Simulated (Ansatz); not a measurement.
A relaxed cell of Si is given with its symmetry left out. The cell was found from a structure generator's guess, not taken from experiment.

All numbers below come from Ansatz 0.2.0, DFT PBE, scalar-relativistic, plane waves, PAW. Cutoff 420 eV, Γ-centred mesh, Gaussian smearing, no spin polarisation.

```cif
data_structure
_symmetry_space_group_name_H-M 'P 1'
_symmetry_Int_Tables_number 1
_cell_length_a 3.6506
_cell_length_b 3.6506
_cell_length_c 3.6506
_cell_angle_alpha 98.206
_cell_angle_beta 96.987
_cell_angle_gamma 137.361
_cell_volume 30.70
loop_
_atom_site_label
_atom_site_type_symbol
_atom_site_fract_x
_atom_site_fract_y
_atom_site_fract_z
_atom_site_occupancy
Si1 Si 0.13436 0.88436 0.25000 1
Si2 Si 0.86564 0.11564 0.75000 1
```

Energies count from the standard state of Si at the same level.

**Question.** What space group does it have?

**Answer.** Imma (No. 74). Conventional cell: a = 4.780 Å, b = 4.839 Å, c = 2.655 Å. Si has 4 Si at 2.49–2.50 Å and 2 Si at 2.65 Å.

**Question.** How far does it lie from the standard state of Si?

**Answer.** +0.29 eV/atom. It lies above the standard state, so it could only be metastable.

**Question.** Is it a metal?

**Answer.** Yes, bands cross the Fermi level on the 14×14×10 mesh.

The last run used a 14×14×10 mesh (in the run's order of axes) for its 4-atom cell and Gaussian smearing of 0.10 eV. Symmetry constrained the relaxation, so the result can be a saddle point.
